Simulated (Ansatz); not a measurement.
## NaH: moving Na off its site

NaH, Fm-3m, a = 4.880 Å (as given, not relaxed at this level: -1.2 GPa). Ansatz: r2SCAN, PAW, 500 eV, Γ-centred 8×8×8 mesh on 2 atoms, Gaussian smearing 0.05 eV; no spin polarisation.

```
CELL_PARAMETERS angstrom
0.00000 2.44000 2.44000
2.44000 0.00000 2.44000
2.44000 2.44000 0.00000
ATOMIC_POSITIONS crystal
Na 0.00000 0.00000 0.00000
H 0.50000 0.50000 0.50000
```

Atom 1 (Na) moves by x along the unit vector (0.707, 0.707, 0.000), with its periodic images; all else is held. y is the free energy of the cell over the start, F the force along the path summed over the moved atoms. Symmetry makes y even in x.

```
  x (Å) y (meV) F (eV/Å)
-0.1000        ?         ?
-0.0500     1.06      0.04
 0.0000     0.00      0.00
 0.0125     0.07     -0.01
 0.0250     0.26     -0.02
 0.0375     0.59     -0.03
 0.0625     1.65     -0.05
 0.0750     2.38     -0.06
 0.0875     3.24     -0.07
```

**Question.** Fit y = c2 x² + c4 x⁴ to the energies of the other rows, give the force constant, and predict energy and force of the missing row.

**Answer.** Least squares on the rows shown. y = 422.1 x² + 155.4 x⁴. The force constant is 2 c2 = 0.844 eV/Å² (for all images moving together, not for a lone atom). With two atoms in a cubic cell this is the optical mode at Γ without the LO field: ω = 521.5 √(2 c2/μ) = 488 cm⁻¹ for μ = 0.97 u. The force −dy/dx at the missing row is 0.09 eV/Å (computed 0.08). At x = -0.1000 the fit asked for gives 4.24 meV. The run gave 4.24 meV, the same to the digits shown.